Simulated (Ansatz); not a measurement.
The system is Ge.

```
CELL_PARAMETERS angstrom
-2.57449 2.57449 1.39741
2.57449 -2.57449 1.39741
2.57449 2.57449 -1.39741
ATOMIC_POSITIONS crystal
Ge 0.50000 0.50000 0.00000
Ge 0.25000 0.75000 0.50000
```

This isn't the form of Ge at room conditions, which is diamond.

```yaml
Program: Ansatz 0.2.0
Task: relaxation of cell and atoms
Functional: RPBE
Potentials_or_basis: all-electron LAPW, scalar-relativistic
Basis_error_allowed: 0.001 eV/atom
k_mesh: 11 × 11 × 11
Occupations: fermi-dirac, width 0.05 eV
Spin: no spin polarisation
```

At the start: volume 18.52 Å³/atom.

Question: How do energy, volume and symmetry change on relaxing?

Answer: Over 6 steps the energy falls by 19.1 meV/atom and the volume is 19.82 Å³/atom (+7.0 %); space group I4_1/amd (No. 141, to 0.05 Å).

The path:
| step | energy change (eV) | largest force (eV/Å) | volume (Å³) |
| --- | --- | --- | --- |
| 1 | 0.0000 | 0.0000 | 37.05 |
| 2 | -0.0363 | 0.0000 | 40.16 |
| 3 | -0.0380 | 0.0000 | 39.69 |
| 4 | -0.0382 | 0.0000 | 39.60 |
| 5 | -0.0382 | 0.0000 | 39.64 |
| 6 | -0.0382 | 0.0000 | 39.64 |

Final structure:
```xyz
2
Lattice="-2.6363 2.6363 1.4258 2.6363 -2.6363 1.4258 2.6363 2.6363 -1.4258" Properties=species:S:1:pos:R:3 pbc="T T T"
Ge    0.0000    0.0000    1.4258
Ge    2.6363    0.0000    0.7129
```
